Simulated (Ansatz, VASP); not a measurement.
# Al2Zn3O in VASP and in Ansatz

```xyz
6
Lattice="4.9383 0.0000 0.0000 -2.4692 4.2767 0.0000 0.0000 0.0000 4.5927" Properties=species:S:1:pos:R:3 pbc="T T T"
Al    0.0000    2.8511    0.0000
Al    2.4692    1.4256    0.0000
Zn    2.4692    0.0000    2.2964
Zn    1.2346    2.1384    2.2964
Zn   -1.2346    2.1384    2.2964
O     0.0000    0.0000    0.0000
```

Change from the starting cell: species swapped into the SmAl3Pd2 type (P6/mmm, No. 191).

Alike in both runs: functional PBE; k mesh 12 × 12 × 8; occupations gaussian, width 0.1 eV; no spin polarisation.

Ansatz relaxed the structure, and its values are those at the end. VASP's run is a single point on that final structure, the one shown.

|  | VASP | Ansatz |
| --- | --- | --- |
| version | VASP 6.6.1 | Ansatz 0.2.0 |
| potentials or method | VASP PAW PBE potentials, release 64 (Al, Zn, O) | scalar-relativistic, plane waves, PAW |
| plane-wave cutoff (eV) | 520 | 420 |
| valence electrons in the cell | 48 | 48 |

```csv
,VASP,Ansatz,Ansatz less VASP
gap on the k mesh at the Fermi level (eV),none,none,-
pressure (GPa),0.1,0.0,-0.15
```

A gap of «none» marks a metal or a gap that the smearing closes.
